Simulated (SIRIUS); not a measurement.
MgS (Niningerite) in SIRIUS: the effect of target pressure

MgS (Niningerite):

```
S Mg
1.0
     0.00000    2.60165    2.60165
     2.60165    0.00000    2.60165
     2.60165    2.60165    0.00000
S Mg
1 1
Direct
  0.50000 0.50000 0.50000
  0.00000 0.00000 0.00000
```

Alike in all runs:

```yaml
Program: SIRIUS 7.10.0
Task: relaxation of cell and atoms
Functional: PBE
Potentials_or_basis: PseudoDojo 0.4.1 PBE standard (scalar relativistic)
Cutoff: 1152 eV
Density_cutoff: 4606 eV
k_mesh: 4 × 4 × 4
Occupations: fermi-dirac, width 0.05 eV
Spin: no spin polarisation
```

Each run relaxes the cell or the atoms first.

Problem. One run gave: relaxed volume 16.13 Å³/atom; gap on the mesh 2.94 eV. Which target pressure did it use?
A. 10 GPa
B. 0 GPa
C. 30 GPa
D. 5 GPa
E. 20 GPa

Solution. A.

```tsv
target pressure	relaxed volume (Å³/atom)	gap on the mesh (eV)
0 GPa	17.97	2.72
5 GPa	16.91	2.85
10 GPa	16.13	2.94
20 GPa	14.93	3.09
30 GPa	14.05	3.20
```

Caveats: all runs use coarse meshes; the volume moved by over 15 % at a fixed basis, so the end points are rough (some runs).

A k mesh can miss the band edges.
